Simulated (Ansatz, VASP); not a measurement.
Two plane-wave programs on HfN

```
CELL_PARAMETERS angstrom
0.00000 2.45482 2.45482
2.45482 0.00000 2.45482
2.45482 2.45482 0.00000
ATOMIC_POSITIONS crystal
Hf 0.00000 0.00000 0.00000
N 0.75000 0.75000 0.75000
```

The cell comes from a database or a generator and needn't be the stable form of this composition.

Alike in both runs: task relaxation of cell and atoms; functional BLYP; dispersion D3(BJ); k mesh 11 × 11 × 11; no spin polarisation.

|  | VASP | Ansatz |
| --- | --- | --- |
| version | VASP 6.6.1 | Ansatz 0.2.0 |
| potentials or method | VASP PAW PBE potentials, release 64 (Hf_pv, N) | plane waves, PAW |
| plane-wave cutoff (eV) | 600 | 517 |
| occupations | methfessel-paxton of order 1, width 0.1 eV | cold |
| valence electrons in the cell | 15 | 31 |

```csv
,VASP,Ansatz,Ansatz less VASP
relaxed volume (Å³/atom),14.60,14.64,+0.041
relaxed cell length with the largest relative difference (Å),3.456,3.460,+0.0032
energy change over the relaxation (meV/atom),-2,-1,+0.6
```

The two sets of potentials don't hold the same shells in valence.

Caveats: the PAW data sets were made with another functional, which shifts forces and pressure a little (VASP); pairwise dispersion overbinds metals, which lowers pressure and volume. Spin-orbit coupling is left out, which matters for the levels of Hf.
